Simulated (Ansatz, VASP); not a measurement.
One calculation of BN, two programs

The input INCAR:

```
SYSTEM = BN
ALGO     = Normal         ! electronic algorithm
EDIFF    = 1E-6           ! SCF threshold, eV
ENCUT    = 520            ! plane-wave cutoff, eV
GGA      = PS             ! functional
ISIF     = 2              ! what is computed and relaxed
ISMEAR   = -1             ! smearing method
LASPH    = .TRUE.         ! aspherical terms in the spheres
LCHARG   = .FALSE.        ! write CHGCAR
LREAL    = .FALSE.        ! projectors in reciprocal space
LWAVE    = .FALSE.        ! write WAVECAR
NBANDS   = 16             ! bands
NELM     = 60             ! most SCF steps
PREC     = Accurate       ! precision mode
SIGMA    = 0.02           ! smearing width, eV
```

KPOINTS

```
k-points
0
G
  11 11 4
  0 0 0
```

File POSCAR:

```
BN
1.0
    2.4528754899      0.0000000000      0.0000000000
   -1.2264377450      2.1242524866      0.0000000000
    0.0000000000      0.0000000000      6.5252189874
B N
2 2
Direct
    0.3333333333      0.6666666667      0.2500000000
    0.6666666667      0.3333333333      0.7500000000
    0.3333333333      0.6666666667      0.7500000000
    0.6666666667      0.3333333333      0.2500000000
```

Input for Ansatz:

```yaml
crystal:
  lattice:
    - [2.4528754899, 0.0, 0.0]
    - [-1.226437745, 2.1242524866, 0.0]
    - [0.0, 0.0, 6.5252189874]
  atoms:
    - { symbol: B, position: [0.3333333333, 0.6666666667, 0.25] }
    - { symbol: B, position: [0.6666666667, 0.3333333333, 0.75] }
    - { symbol: "N", position: [0.3333333333, 0.6666666667, 0.75] }
    - { symbol: "N", position: [0.6666666667, 0.3333333333, 0.25] }
kpoints:
  mp_grid: { grid: [11, 11, 4] }
  band_path:
    path:
      - [0.0, 0.0, 0.0]
      - [0.5, 0.0, 0.0]
      - [0.3333333333, 0.3333333333, 0.0]
      - [0.0, 0.0, 0.0]
      - [0.0, 0.0, 0.5]
      - [0.5, 0.0, 0.5]
      - [0.3333333333, 0.3333333333, 0.5]
      - [0.0, 0.0, 0.5]
      - [0.5, 0.0, 0.5]
    npoints: 5
scf:
  occupations: { method: fermi_dirac, width: 0.02 }
hamiltonian:
  xc: pbesol
  pseudopotentials: { kind: all_electron, lapw: { basis_error: 0.001 } }
output:
  forces: true
  stress: true
  eigenvalues: true
```

Change from the starting cell: volume scaled by 0.94.

Alike in both runs: task single point; functional PBEsol; k mesh 11 × 11 × 4; occupations fermi-dirac, width 0.02 eV; no spin polarisation.

|  | VASP | Ansatz |
| --- | --- | --- |
| version | VASP 6.6.1 | Ansatz 0.2.0 |
| potentials or method | VASP PAW PBE potentials, release 64 (B, N) | all-electron LAPW, scalar-relativistic |
| plane-wave cutoff (eV) | 520 | see its input |

```tsv
	VASP	Ansatz	Ansatz less VASP
gap on the k mesh at the Fermi level (eV)	4.30	4.31	+0.006
pressure (GPa)	17.6	17.2	-0.36
largest component of the traceless stress (GPa)	16.24	15.70	-0.538
```

Ansatz ran all-electron here, so the differences hold the error of VASP's frozen core and of both bases.

Caveats: so large a pressure means that the cell lies far from this level's equilibrium, or that cutoff or potentials fall short (VASP); the potentials were made for another functional, which shifts forces and pressure (VASP); an odd mesh through Γ misses points on the zone boundary, where band edges often lie; this functional lacks dispersion, which binds the layers, so the pressure and a relaxed spacing across them are unreliable.
